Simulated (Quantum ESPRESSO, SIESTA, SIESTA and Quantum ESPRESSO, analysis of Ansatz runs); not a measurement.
# SiC (F-43m):As_Si, a ladder of methods on one cell (SIESTA and Quantum ESPRESSO)

We place the charge-transition levels of As_Si in SiC (F-43m) with atom-centred orbitals, then repeat the energies at other levels of method to see what holds. Model: a cell of 54 host atoms with 1 Si taken out and 1 As put in.

Program: SIESTA and Quantum ESPRESSO. Level of theory: SIESTA numerical-orbital DFT, PBEsol, DZP basis, PseudoDojo 0.4.1 potentials converted to PSML; charged supercells in a uniform background, point-charge correction with alignment at far sites. Results are calculated unless marked as measured.

## 1. The starting structure

The cell holds 54 atoms: 26 Si, 27 C and 1 As. Cell: a = 9.283 Å, b = 9.283 Å, c = 9.283 Å, α = 60.0°, β = 60.0°, γ = 60.0°. It derives from SiC (space group F-43m). Nearest the centre at fractional (0.333, 0.667, 0.667): As35 at 0.00 Å, C36 at 1.89 Å, C18 at 1.89 Å, C30 at 1.89 Å, C34 at 1.89 Å, Si25 at 3.09 Å, Si13 at 3.09 Å, Si21 at 3.09 Å.

As a file:

```xyz
54
Lattice="0.0000 6.5644 6.5644 6.5644 0.0000 6.5644 6.5644 6.5644 0.0000" Properties=species:S:1:pos:R:3 pbc="T T T"
Si    0.0000    0.0000    0.0000
C     1.0941    1.0941    1.0941
Si    2.1882    2.1882    0.0000
C     3.2822    3.2822    1.0941
Si    4.3763    4.3763    0.0000
C     5.4703    5.4703    1.0941
Si    2.1882    0.0000    2.1882
C     3.2822    1.0941    3.2822
Si    4.3763    2.1882    2.1882
C     5.4703    3.2822    3.2822
Si    6.5644    4.3763    2.1882
C     7.6585    5.4703    3.2822
Si    4.3763    0.0000    4.3763
C     5.4703    1.0941    5.4703
Si    6.5644    2.1882    4.3763
C     7.6585    3.2822    5.4703
Si    8.7526    4.3763    4.3763
C     9.8466    5.4703    5.4703
Si    0.0000    2.1882    2.1882
C     1.0941    3.2822    3.2822
Si    2.1882    4.3763    2.1882
C     3.2822    5.4703    3.2822
Si    4.3763    6.5644    2.1882
C     5.4703    7.6585    3.2822
Si    2.1882    2.1882    4.3763
C     3.2822    3.2822    5.4703
Si    4.3763    4.3763    4.3763
C     5.4703    5.4703    5.4703
Si    6.5644    6.5644    4.3763
C     7.6585    7.6585    5.4703
Si    4.3763    2.1882    6.5644
C     5.4703    3.2822    7.6585
Si    6.5644    4.3763    6.5644
C     7.6585    5.4703    7.6585
As    8.7526    6.5644    6.5644
C     9.8466    7.6585    7.6585
Si    0.0000    4.3763    4.3763
C     1.0941    5.4703    5.4703
Si    2.1882    6.5644    4.3763
C     3.2822    7.6585    5.4703
Si    4.3763    8.7526    4.3763
C     5.4703    9.8466    5.4703
Si    2.1882    4.3763    6.5644
C     3.2822    5.4703    7.6585
Si    4.3763    6.5644    6.5644
C     5.4703    7.6585    7.6585
Si    6.5644    8.7526    6.5644
C     7.6585    9.8466    7.6585
Si    4.3763    4.3763    8.7526
C     5.4703    5.4703    9.8466
Si    6.5644    6.5644    8.7526
C     7.6585    7.6585    9.8466
Si    8.7526    8.7526    8.7526
C     9.8466    9.8466    9.8466
```

The host's dielectric constants go in as inputs: 7.10 for the electrons alone, 10.43 with the ions, from a response run on this crystal (DFPT, PBEsol, Quantum ESPRESSO) at that run's own cell.

The cell's shortest repeat is 9.3 Å.

The primitive cell was relaxed at this level beforehand, to 20.95 Å³.

The defect-free supercell was relaxed beforehand, from displaced atoms: they ended at most 0.01 Å from the sites they started about, so the symmetric structure holds.

## 2. Band edges

Levels are counted from the valence top, which comes from the unit cell, dense mesh; the energy of the host comes from the defect-free supercell at the defects' own k-points, so that the host's part of the sampling error cancels.

host.fdf reads:

```
SystemName                      SiC
SystemLabel                     host
NumberOfSpecies                 2
NumberOfAtoms                   2
%block ChemicalSpeciesLabel
  1   14 Si
  2    6 C
%endblock ChemicalSpeciesLabel
LatticeConstant                 1.0 Ang
%block LatticeVectors
     0.000001000     2.188136000     2.188136000
     2.188136000     0.000001000     2.188136000
     2.188136000     2.188136000     0.000001000
%endblock LatticeVectors
AtomicCoordinatesFormat         Fractional
%block AtomicCoordinatesAndAtomicSpecies
     0.000003199     0.000003199     0.000003199  1
     0.249996972     0.249996972     0.249996972  2
%endblock AtomicCoordinatesAndAtomicSpecies
%block kgrid.MonkhorstPack
   12   0   0  0.00
    0  12   0  0.00
    0   0  12  0.00
%endblock kgrid.MonkhorstPack
XC.Functional                   GGA
XC.Authors                      PBEsol
PAO.BasisSize                   DZP
PAO.EnergyShift                 0.005 Ry
Mesh.Cutoff                     300 Ry
OccupationFunction              FD
ElectronicTemperature           0.01 eV
MaxSCFIterations                150
SCF.MustConverge                true
SCF.Mixer.Method                Pulay
SCF.Mixer.Weight                0.2
SCF.Mixer.History               10
SCF.DM.Tolerance                1.0e-4
SCF.H.Tolerance                 1.0e-3 eV
WriteForces                     true
Charge.Mulliken                 end
```

The run is started by

```bash
OMP_NUM_THREADS=1 siesta host.fdf > host.out
```

Output:

```text
Version         : 5.4.2

                           ***********************
                           *  WELCOME TO SIESTA  *
                           ***********************

[...]
reinit: Reading from file host.fdf

reinit: -----------------------------------------------------------------------
reinit: System Name: SiC
reinit: -----------------------------------------------------------------------
reinit: System Label: host
reinit: -----------------------------------------------------------------------

initatom: Reading input for the pseudopotentials and atomic orbitals ----------
Species number:   1 Atomic number:   14 Label: Si
Species number:   2 Atomic number:    6 Label: C

[... pseudopotential checks and orbital generation ...]

prinput: Basis input

PAO.BasisType split

%block ChemicalSpeciesLabel
    1   14 Si                      # Species index, atomic number, species label
    2    6 C                       # Species index, atomic number, species label
%endblock ChemicalSpeciesLabel

%block PAO.Basis                 # Define Basis set
# WARNING: This information might be incomplete!
[...]
(Free)E + p*V (eV/cell)     -278.7432
Target enthalpy (eV/cell)     -278.7457
[...]
siesta: Final energy (eV):
siesta:  Band Struct. =    -101.151306
siesta:       Kinetic =     156.951378
siesta:       Hartree =      31.268314
siesta:         Exch. =     -90.540145
siesta:         Corr. =     -11.300426
siesta:   Exch.-corr. =    -101.840571
siesta:  Ion-electron =    -210.155603
siesta:       Ion-ion =    -154.969201
siesta:         Total =    -278.745682
siesta:         Fermi =      -6.333770
[...]
siesta: Stress tensor (static) (eV/Ang**3):
siesta:    -0.000116   -0.000014   -0.000014
siesta:    -0.000014   -0.000116   -0.000014
siesta:    -0.000014   -0.000014   -0.000116
[...]
siesta: Cell volume =         20.953310 Ang**3
[...]
siesta: Pressure (static):
siesta:                Solid            Molecule  Units
siesta:           0.00000127          0.00000094  Ry/Bohr**3
siesta:           0.00011615          0.00008588  eV/Ang**3
siesta:           0.18609376          0.13758881  kBar
[...]
mulliken: Qtot =        8.000

Mulliken Atomic Populations:
Atom #   charge [q] valence [e]  Species
     1    -0.114310    4.114310  Si
     2     0.114310    3.885690  C
 Total     0.000000

Job completed
```

It took 17 s on 1 MPI rank of Intel Xeon 6975P-C (Granite Rapids), shared host; peak memory 0.2 GiB.

The gap at this level is 1.23 eV.

Test of the sampling: at one point at (¼, ¼, ¼) the host's energy lies 128 meV an atom above its value on the primitive cell's dense mesh, too far, so all defect runs take a 2×2×2 mesh.

[end of part 1 of 3]

[Logs are printed without paths, hosts, clocks, repeated set-up lines and the standing remarks that a program may print on its own settings, such as how far it seeks lower states.]

[Hosts, paths, dates, database ids (printed as entryN), source tags and the programs' standing remarks are cut or masked in the printed files.]

[For some hosts the program warned that the k-mesh of the response run may be too coarse for force constants and the static dielectric constant; such warnings are not shown here.]

[Charge tables in the logs are Mulliken or Hirshfeld populations, whose sizes and signs can differ; where basis functions stand at a vacancy, SIESTA counts their charge against the missing atom's valence.]

[In relaxation paths of CP2K, step 0 can be the structure after the first move, since the trajectory file begins there, and the last row can be the final structure solved once more.]
